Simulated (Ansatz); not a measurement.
Frontier orbitals of C₄H₆O₂ (`O=C1CCCO1`).

```tsv
atom	x (Å)	y (Å)	z (Å)
O1	2.339	-0.299	1.139
C2	1.284	-0.066	0.635
C3	0.112	-1.001	0.426
C4	-0.737	-0.280	-0.606
C5	-0.376	1.177	-0.339
O6	0.966	1.157	0.152
H7	-0.401	-1.103	1.387
H8	0.466	-1.988	0.134
H9	-0.431	-0.563	-1.616
H10	-1.807	-0.465	-0.511
H11	-1.019	1.624	0.426
H12	-0.397	1.808	-1.227
```

Total charge 0; spin multiplicity 1. The geometry is a stationary point of PBE0-D4/def2-TZVP. Basis def2-TZVPP, Ansatz.

| functional | HOMO (eV) | LUMO (eV) | gap (eV) |
| --- | --- | --- | --- |
| PBE | -6.20 | -0.83 | 5.37 |
| PBE0 | -7.83 | 0.29 | 8.12 |
| CAM-B3LYP | -9.30 | 1.44 | 10.74 |
| ωB97M-V | -10.24 | 2.24 | 12.48 |

From PBE to PBE0 the HOMO moves by −1.63 eV and the LUMO by +1.12 eV, and with ωB97M-V by −4.04 and +3.07 eV, so the gap grows from 5.37 to 12.48 eV with exact exchange. A positive LUMO is unbound and depends on the basis.
